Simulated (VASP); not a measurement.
# Co2PtO4 in VASP: notebook

Aim: see how the results for Co2PtO4 move with the level of theory and the settings. Levels: LDA, PBE. Tasks: relaxation of the atoms.

Everything below comes from runs of VASP 6.6.1. Logs are shortened: lines on timing, memory, paths and dates and some standing lists are left out, and cuts for length are marked.

## Step 1: The structure

The cell holds a slab with vacuum, 7 atoms: a = 2.825 Å, b = 2.825 Å, c = 22.879 Å, α = 90.00°, β = 90.00°, γ = 120.00°.

## Step 2: Relaxation of the atoms, LDA, collinear spin, ferromagnetic start

Contents of INCAR:

```
SYSTEM = Co2PtO4
ALGO = Normal
DIPOL = 0.5 0.5 0.500
EDIFF = 1E-6
EDIFFG = -0.005
ENCUT = 520
GGA = CA
IBRION = 2
IDIPOL = 3
ISIF = 2
ISMEAR = -1
ISPIN = 2
LASPH = .True.
LCHARG = .False.
LDIPOL = .True.
LMAXMIX = 4
LORBIT = 11
LREAL = .False.
LWAVE = .False.
MAGMOM = 0 0 0 0 2 2 0
NELM = 100
NSW = 40
PREC = Accurate
SIGMA = 0.05
```

Contents of KPOINTS:

```
k-points
0
Gamma
  8 8 1
  0 0 0
```

Contents of POSCAR:

```
Co2PtO4
1.0
    2.8245398345      0.0000000000      0.0000000000
   -1.4122699173      2.4461232507      0.0000000000
    0.0000000000      0.0000000000     22.8788124025
O Co Pt
4 2 1
Selective dynamics
Direct
    0.0000000000      0.0000000000      0.3278142182  F F F
    0.6666666667      0.3333333333      0.4125836222  F F F
    0.6666666667      0.3333333333      0.5874163778  T T T
    0.3333333333      0.6666666667      0.6721857818  T T T
    0.3333333333      0.6666666667      0.3701989202  F F F
    0.0000000000      0.0000000000      0.6298010798  T T T
    0.6666666667      0.3333333333      0.5000000000  T T T
```

Potentials or basis: VASP PAW LDA potentials, release 64 (O, Co, Pt).

Command:

```console
> cat potpaw_LDA.64/O/POTCAR potpaw_LDA.64/Co/POTCAR potpaw_LDA.64/Pt/POTCAR > POTCAR
> mpirun -np 1 vasp_std > vasp.out
```

OUTCAR:

```text
SYSTEM = Co2PtO4
   EDIFF = 1E-6
   EDIFFG = -0.005
   ENCUT = 520
   GGA = CA
   IBRION = 2
   ISIF = 2
   ISMEAR = -1
   ISPIN = 2
   LASPH = .True.
   LORBIT = 11
   LREAL = .False.
   NELM = 100
   NSW = 40
   PREC = Accurate

 ion  position               nearest neighbor table
   1  0.000  0.000  0.328-   5 1.90   5 1.90   5 1.90
   2  0.667  0.333  0.413-   5 1.90   5 1.90   5 1.90   7 2.00
   3  0.667  0.333  0.587-   6 1.90   6 1.90   6 1.90   7 2.00
   4  0.333  0.667  0.672-   6 1.90   6 1.90   6 1.90
   5  0.333  0.667  0.370-   2 1.90   2 1.90   1 1.90   1 1.90   1 1.90   2 1.90
   6  0.000  0.000  0.630-   4 1.90   3 1.90   4 1.90   3 1.90   4 1.90   3 1.90
   7  0.667  0.333  0.500-   2 2.00   3 2.00

  LATTYP: Found a hexagonal cell.
 ALAT       =     2.8245398345
 C/A-ratio  =     8.1000140706

  Lattice vectors:

 A1 = (   2.8245398345,   0.0000000000,   0.0000000000)
 A2 = (  -1.4122699173,   2.4461232507,   0.0000000000)
 A3 = (   0.0000000000,   0.0000000000,  22.8788124025)

Analysis of symmetry for initial positions (statically):
=====================================================================
 Subroutine PRICEL returns:
 Original cell was already a primitive cell.

 Routine SETGRP: Setting up the symmetry group for a
 hexagonal supercell.

 Subroutine GETGRP returns: Found 12 space group operations
 (whereof  6 operations were pure point group operations)
 out of a pool of 24 trial point group operations.

The static configuration has the point symmetry C_3v.
 The point group associated with its full space group is D_3d.

Analysis of symmetry for dynamics (positions and initial velocities):
=====================================================================
 Subroutine PRICEL returns:
 Original cell was already a primitive cell.

 Routine SETGRP: Setting up the symmetry group for a
 hexagonal supercell.

 Subroutine GETGRP returns: Found 12 space group operations
 (whereof  6 operations were pure point group operations)
 out of a pool of 24 trial point group operations.

The dynamic configuration has the point symmetry C_3v.
 The point group associated with its full space group is D_3d.

Analysis of constrained symmetry for selective dynamics:
=====================================================================
 Subroutine PRICEL returns:
 Original cell was already a primitive cell.

 Routine SETGRP: Setting up the symmetry group for a
 hexagonal supercell.

 Subroutine GETGRP returns: Found  6 space group operations
 (whereof  6 operations were pure point group operations)
 out of a pool of 24 trial point group operations.

[... 276 lines left out ...]
  FREE ENERGIE OF THE ION-ELECTRON SYSTEM (eV)
  ---------------------------------------------------
  free  energy   TOTEN  =       -52.9867024701 eV

  energy  without entropy=      -52.9333934503  energy(sigma->0) =      -52.96004796

 vacuum level on the upper side and lower side of the slab       (xc-potential included)        -0.455        -0.027

[... ionic steps 4 to 12 ...]

--------------------------------------- Ionic step       13  -------------------------------------------

 number of electron      52.0000006 magnetization       0.8937696

------------------------ aborting loop because EDIFF is reached ----------------------------------------
[... 77 lines left out ...]
--------------------------------------- Ionic step       15  -------------------------------------------

 number of electron      52.0000006 magnetization       0.8935886

 dipolmoment           0.000000      0.000000     -0.017453 electrons x Angstroem

 Free energy of the ion-electron system (eV)
  ---------------------------------------------------
  ext. energy  EPLUGINS =         0.00000000
  ---------------------------------------------------
  free energy    TOTEN  =       -53.02211950 eV

  energy without entropy =      -52.96940258  energy(sigma->0) =      -52.99576104

 E-fermi :  -1.5170     XC(G=0):  -5.9622

 val. band max:       -1.5369042849   @ k =   0.3750   0.2500   0.0000
 cond. band min:      -1.4995227469   @ k =   0.2500   0.0000   0.0000
 fundamental gap:      0.0373815380
 Fermi energy:        -1.5169981907

 spin component 1

 k-point     1 :       0.0000    0.0000    0.0000
  band No.  band energies     occupation
      1     -22.1387      1.00000
      2     -21.7885      1.00000
      3     -19.6633      1.00000
      4     -19.3459      1.00000
      5      -9.8627      1.00000
      6      -8.3476      1.00000
[... 349 lines left out ...]
     32       4.9338      0.00000
     33       6.6573      0.00000
 Fermi energy:        -1.5169981907

 spin component 2

 k-point     1 :       0.0000    0.0000    0.0000
  band No.  band energies     occupation
      1     -22.0893      1.00000
      2     -21.7399      1.00000
      3     -19.5710      1.00000
      4     -19.2635      1.00000
      5      -9.8040      1.00000
      6      -8.3299      1.00000
[... 349 lines left out ...]
     32       4.9516      0.00000
     33       6.6789      0.00000

------------------------ aborting loop because EDIFF is reached ----------------------------------------

 vacuum level on the upper side and lower side of the slab       (xc-potential included)        -0.252         0.203

  FORCE on cell =-STRESS in cart. coord.  units (eV):
  Direction    XX          YY          ZZ          XY          YZ          ZX
  --------------------------------------------------------------------------------------
  -------------------------------------------------------------------------------------
  Total       -5.1168417     -5.1168417     -2.1602038      0.0000000      0.0000000      0.0000000
  in kB      -51.8624524    -51.8624524    -21.8950422      0.0000000      0.0000000      0.0000000
  external PRESSURE =     -41.8733156 kB  Pullay stress =       0.0000000 kB
[... 22 lines left out ...]
  FREE ENERGIE OF THE ION-ELECTRON SYSTEM (eV)
  ---------------------------------------------------
  free  energy   TOTEN  =       -53.0221195005 eV

  energy  without entropy=      -52.9694025820  energy(sigma->0) =      -52.99576104

 reached required accuracy - stopping structural energy minimisation

 vacuum level on the upper side and lower side of the slab         6.003         6.466

 total charge

# of ion       s       p       d       tot
------------------------------------------
    1        1.576   3.298   0.000   4.874
    2        1.546   3.446   0.000   4.992
    3        1.548   3.449   0.000   4.997
    4        1.572   3.356   0.000   4.928
    5        0.447   0.690   7.301   8.439
    6        0.472   0.745   7.343   8.561
    7        0.666   0.607   8.000   9.273
--------------------------------------------------
tot          7.829  15.592  22.645  46.065

 magnetization (x)

# of ion       s       p       d       tot
------------------------------------------
    1        0.001   0.055   0.000   0.056
    2        0.000   0.020   0.000   0.020
    3        0.000   0.016   0.000   0.016
    4        0.001   0.070   0.000   0.071
    5        0.003   0.007   0.338   0.348
    6        0.004   0.007   0.311   0.321
    7        0.002   0.001   0.020   0.024
--------------------------------------------------
tot          0.011   0.176   0.669   0.856
```

OSZICAR:

```text
N       E                     dE             d eps       ncg     rms          rms(c)
DAV:   1     0.546041612296E+03    0.54604E+03   -0.24316E+04  1320   0.153E+03
DAV:   2     0.270389974045E+02   -0.51900E+03   -0.47842E+03  1543   0.380E+02
DAV:   3    -0.612478806257E+02   -0.88287E+02   -0.85470E+02  1745   0.179E+02
[... 253 lines left out ...]
       N       E                     dE             d eps       ncg     rms          rms(c)
DAV:   1    -0.530221190757E+02   -0.16727E-05   -0.63184E-04  1329   0.108E-01    0.114E-02
DAV:   2    -0.530223129841E+02   -0.19391E-03   -0.16510E-03  2110   0.290E-01    0.242E-01
DAV:   3    -0.530221121249E+02    0.20086E-03   -0.15115E-03  1775   0.278E-01    0.723E-03
DAV:   4    -0.530221194809E+02   -0.73559E-05   -0.55806E-06  1208   0.252E-02    0.122E-02
DAV:   5    -0.530221195005E+02   -0.19649E-07   -0.28648E-06   707   0.215E-02
  15 F= -.53022120E+02 E0= -.52995761E+02  d E =-.375977E-05  mag=     0.8936
```

CONTCAR:

```text
Co2PtO4
   1.00000000000000
     2.8245398344999999    0.0000000000000000    0.0000000000000000
    -1.4122699173000000    2.4461232506999999    0.0000000000000000
     0.0000000000000000    0.0000000000000000   22.8788124024999995
  O               Co              Pt
     4     2     1
Selective dynamics
Direct
     0.0000000000000000    0.0000000000000000    0.3278142181999968   F   F   F
     0.6666666667000030    0.3333333332999970    0.4125836222000032   F   F   F
     0.6666666667000030    0.3333333332999970    0.5849297683305758   T   T   T
     0.3333333332999970    0.6666666667000030    0.6647046423961328   T   T   T
     0.3333333332999970    0.6666666667000030    0.3701989201999965   F   F   F
     0.0000000000000000    0.0000000000000000    0.6273892111535225   T   T   T
     0.6666666667000030    0.3333333332999970    0.4987019980393438   T   T   T

  0.00000000E+00  0.00000000E+00  0.00000000E+00
  0.00000000E+00  0.00000000E+00  0.00000000E+00
  0.00000000E+00  0.00000000E+00  0.00000000E+00
  0.00000000E+00  0.00000000E+00  0.00000000E+00
  0.00000000E+00  0.00000000E+00  0.00000000E+00
  0.00000000E+00  0.00000000E+00  0.00000000E+00
  0.00000000E+00  0.00000000E+00  0.00000000E+00
```

Wall time 31 min (1 thread of Intel Xeon Platinum 8488C (Sapphire Rapids), shared host); peak memory 0.33 GiB.

What came out:

- Free energy: -53.0221 eV
- Energy gained by relaxing: 18.2 meV/atom
- Ionic steps: 15
- Band gap on the k mesh: none (metal or under the smearing width)
- Net moment: 0.89 μB per cell
- Site moments: O +0.06, +0.02, +0.07; Co +0.35, +0.32; Pt +0.02 μB
- Valence electrons inside the program's atomic spheres: O 4.87, 4.99, 5.00, 4.93; Co 8.44, 8.56; Pt 9.27

The path:
```tsv
step	energy change (eV)	largest force (eV/Å)	pressure (GPa)
1	0.0000	1.8972	-6.56
2	-0.0474	1.9060	-5.29
3	-0.0918	1.9063	-5.90
4	-0.1032	1.9066	-5.58
5	-0.1046	1.9065	-5.41
6	-0.1112	1.9114	-5.19
7	-0.1126	1.9147	-5.05
8	-0.1182	1.9154	-4.85
9	-0.1268	1.9160	-4.28
10	-0.1269	1.9152	-4.17
11	-0.1265	1.9156	-4.19
12	-0.1272	1.9155	-4.19
13	-0.1272	1.9156	-4.21
14	-0.1272	1.9153	-4.17
15	-0.1272	1.9156	-4.19
```

Final structure:
```
O Co Pt
1.0
     2.82454    0.00000    0.00000
    -1.41227    2.44612    0.00000
     0.00000    0.00000   22.87881
O Co Pt
4 2 1
Direct
  0.00000 0.00000 0.32781
  0.66667 0.33333 0.41258
  0.66667 0.33333 0.58493
  0.33333 0.66667 0.66470
  0.33333 0.66667 0.37020
  0.00000 0.00000 0.62739
  0.66667 0.33333 0.49870
```

Levels at points of the mesh, in eV from the Fermi level:
Spin up:
```csv
k point,band 23,band 24,band 25,band 26,band 27,band 28,band 29,band 30,band 31,band 32
"(0.00, 0.00, 0.00)",-1.50,-0.53,-0.53,-0.30,-0.16,2.19,2.19,2.44,2.44,4.08
"(0.50, 0.00, 0.00)",-0.91,-0.66,-0.56,0.27,0.82,1.51,2.00,2.26,2.42,2.86
```
Spin down:
```
           k point  band 21  band 22  band 23  band 24  band 25  band 26  band 27  band 28  band 29  band 30
(0.00, 0.00, 0.00)    -1.35    -1.20    -1.20    -0.50    -0.50     0.08     0.22     2.38     2.38     2.62
(0.50, 0.00, 0.00)    -0.89    -0.83    -0.59    -0.39    -0.24     0.28     0.98     1.74     2.19     2.43
```

Caveat: semilocal functionals often make such compounds metallic where correlation or magnetic order opens a gap, which also shifts bond lengths.

## Step 3: Relaxation of the atoms, PBE, collinear spin, ferromagnetic start

INCAR: that of step 2 with these lines changed.

```diff
@@ -6,3 +6,3 @@
 ENCUT = 520
-GGA = CA
+GGA = PE
 IBRION = 2
```

KPOINTS is that of step 2.

POSCAR is that of step 2.

Potentials or basis: VASP PAW PBE potentials, release 64 (O, Co, Pt).

Command:

```console
> cat potpaw_PBE.64/O/POTCAR potpaw_PBE.64/Co/POTCAR potpaw_PBE.64/Pt/POTCAR > POTCAR
> mpirun -np 1 vasp_std > vasp.out
```

OUTCAR:

```text
SYSTEM = Co2PtO4
   EDIFF = 1E-6
   EDIFFG = -0.005
   ENCUT = 520
   GGA = PE
   IBRION = 2
   ISIF = 2
   ISMEAR = -1
   ISPIN = 2
   LASPH = .True.
   LORBIT = 11
   LREAL = .False.
   NELM = 100
   NSW = 40
   PREC = Accurate

 ion  position               nearest neighbor table
   1  0.000  0.000  0.328-   5 1.90   5 1.90   5 1.90
   2  0.667  0.333  0.413-   5 1.90   5 1.90   5 1.90   7 2.00
   3  0.667  0.333  0.587-   6 1.90   6 1.90   6 1.90   7 2.00
   4  0.333  0.667  0.672-   6 1.90   6 1.90   6 1.90
   5  0.333  0.667  0.370-   2 1.90   2 1.90   1 1.90   1 1.90   1 1.90   2 1.90
   6  0.000  0.000  0.630-   4 1.90   3 1.90   4 1.90   3 1.90   4 1.90   3 1.90
   7  0.667  0.333  0.500-   2 2.00   3 2.00

  LATTYP: Found a hexagonal cell.
 ALAT       =     2.8245398345
 C/A-ratio  =     8.1000140706

  Lattice vectors:

 A1 = (   2.8245398345,   0.0000000000,   0.0000000000)
 A2 = (  -1.4122699173,   2.4461232507,   0.0000000000)
 A3 = (   0.0000000000,   0.0000000000,  22.8788124025)

Analysis of symmetry for initial positions (statically):
=====================================================================
 Subroutine PRICEL returns:
 Original cell was already a primitive cell.

 Routine SETGRP: Setting up the symmetry group for a
 hexagonal supercell.

 Subroutine GETGRP returns: Found 12 space group operations
 (whereof  6 operations were pure point group operations)
 out of a pool of 24 trial point group operations.

The static configuration has the point symmetry C_3v.
 The point group associated with its full space group is D_3d.

Analysis of symmetry for dynamics (positions and initial velocities):
=====================================================================
 Subroutine PRICEL returns:
 Original cell was already a primitive cell.

 Routine SETGRP: Setting up the symmetry group for a
 hexagonal supercell.

 Subroutine GETGRP returns: Found 12 space group operations
 (whereof  6 operations were pure point group operations)
 out of a pool of 24 trial point group operations.

The dynamic configuration has the point symmetry C_3v.
 The point group associated with its full space group is D_3d.

Analysis of constrained symmetry for selective dynamics:
=====================================================================
[... 381 lines left out ...]

 dipolmoment           0.000000      0.000000     -0.013104 electrons x Angstroem

 Free energy of the ion-electron system (eV)
  ---------------------------------------------------
  ext. energy  EPLUGINS =         0.00000000
  ---------------------------------------------------
  free energy    TOTEN  =       -46.03335918 eV

  energy without entropy =      -45.98648184  energy(sigma->0) =      -46.00992051

 E-fermi :  -1.2950     XC(G=0):  -5.8192

 val. band max:       -1.3111332329   @ k =   0.2500   0.1250   0.0000
 cond. band min:      -1.2936507562   @ k =   0.3750   0.2500   0.0000
 fundamental gap:      0.0174824767
 Fermi energy:        -1.2950285924

 spin component 1

 k-point     1 :       0.0000    0.0000    0.0000
  band No.  band energies     occupation
      1     -21.7876      1.00000
      2     -21.5986      1.00000
      3     -19.6359      1.00000
      4     -19.3575      1.00000
      5      -9.3453      1.00000
      6      -7.9559      1.00000
[... 349 lines left out ...]
     32       5.1866      0.00000
     33       6.6161      0.00000
 Fermi energy:        -1.2950285924

 spin component 2

 k-point     1 :       0.0000    0.0000    0.0000
  band No.  band energies     occupation
      1     -21.7365      1.00000
      2     -21.5410      1.00000
      3     -19.5267      1.00000
      4     -19.2589      1.00000
      5      -9.2750      1.00000
      6      -7.9243      1.00000
[... 349 lines left out ...]
     32       5.2124      0.00000
     33       6.6440      0.00000

------------------------ aborting loop because EDIFF is reached ----------------------------------------

 vacuum level on the upper side and lower side of the slab       (xc-potential included)        -0.193         0.145

  FORCE on cell =-STRESS in cart. coord.  units (eV):
  Direction    XX          YY          ZZ          XY          YZ          ZX
  --------------------------------------------------------------------------------------
  -------------------------------------------------------------------------------------
  Total        0.4246715      0.4246715     -0.5867370     -0.0000000      0.0000000      0.0000000
  in kB        4.3043164      4.3043164     -5.9469538     -0.0000000      0.0000000      0.0000000
  external PRESSURE =       0.8872264 kB  Pullay stress =       0.0000000 kB
[... 22 lines left out ...]
  FREE ENERGIE OF THE ION-ELECTRON SYSTEM (eV)
  ---------------------------------------------------
  free  energy   TOTEN  =       -46.0333591833 eV

  energy  without entropy=      -45.9864818426  energy(sigma->0) =      -46.00992051

 reached required accuracy - stopping structural energy minimisation

 vacuum level on the upper side and lower side of the slab         6.032         6.400

 total charge

# of ion       s       p       d       tot
------------------------------------------
    1        1.588   3.323   0.000   4.910
    2        1.560   3.456   0.000   5.015
    3        1.560   3.444   0.000   5.003
    4        1.584   3.356   0.000   4.940
    5        0.443   0.685   7.274   8.402
    6        0.448   0.691   7.282   8.421
    7        0.646   0.564   7.969   9.179
--------------------------------------------------
tot          7.829  15.517  22.524  45.871

 magnetization (x)

# of ion       s       p       d       tot
------------------------------------------
    1        0.001   0.065   0.000   0.065
    2        0.000   0.020   0.000   0.021
    3        0.000   0.021   0.000   0.022
    4        0.001   0.078   0.000   0.079
    5        0.003   0.006   0.332   0.342
    6        0.003   0.006   0.323   0.333
    7        0.003   0.002   0.037   0.042
--------------------------------------------------
tot          0.012   0.199   0.692   0.903
```

Run time: 37 min. Hardware: 1 thread of Intel Xeon Platinum 8488C (Sapphire Rapids), shared host; peak memory 0.45 GiB.

What came out:

```yaml
Free_energy: -46.0334 eV
Energy_gained_by_relaxing: 8.8 meV/atom
Ionic_steps: 14
Band_gap_on_the_k_mesh: none (metal or under the smearing width)
Net_moment: 0.94 μB per cell
Site_moments: O +0.07, +0.02, +0.08; Co +0.34, +0.33; Pt +0.04 μB
Valence_electrons_inside_the_program's_atomic_spheres: O 4.91, 5.01, 5.00, 4.94; Co 8.40, 8.42; Pt 9.18
```

Step by step:
```tsv
step	energy change (eV)	largest force (eV/Å)	pressure (GPa)
1	0.0000	1.7120	0.44
2	-0.0127	1.7085	1.10
3	-0.0547	1.7119	0.71
4	-0.0564	1.7074	0.73
5	-0.0565	1.7085	0.67
6	-0.0578	1.6927	0.67
7	-0.0588	1.6642	0.57
8	-0.0598	1.6574	0.44
9	-0.0612	1.6449	0.19
10	-0.0613	1.6479	0.10
11	-0.0614	1.6462	0.14
12	-0.0614	1.6467	0.15
13	-0.0614	1.6480	0.14
14	-0.0614	1.6484	0.09
```

Final structure:
```
CELL_PARAMETERS angstrom
2.82454 0.00000 0.00000
-1.41227 2.44612 0.00000
0.00000 0.00000 22.87881
ATOMIC_POSITIONS crystal
O 0.00000 0.00000 0.32781
O 0.66667 0.33333 0.41258
O 0.66667 0.33333 0.58889
O 0.33333 0.66667 0.67290
Co 0.33333 0.66667 0.37020
Co 0.00000 0.00000 0.63363
Pt 0.66667 0.33333 0.50088
```

Caveat: semilocal functionals often make such compounds metallic where correlation or magnetic order opens a gap, which also shifts bond lengths. Spin-orbit coupling is left out, which matters for the levels of Pt.
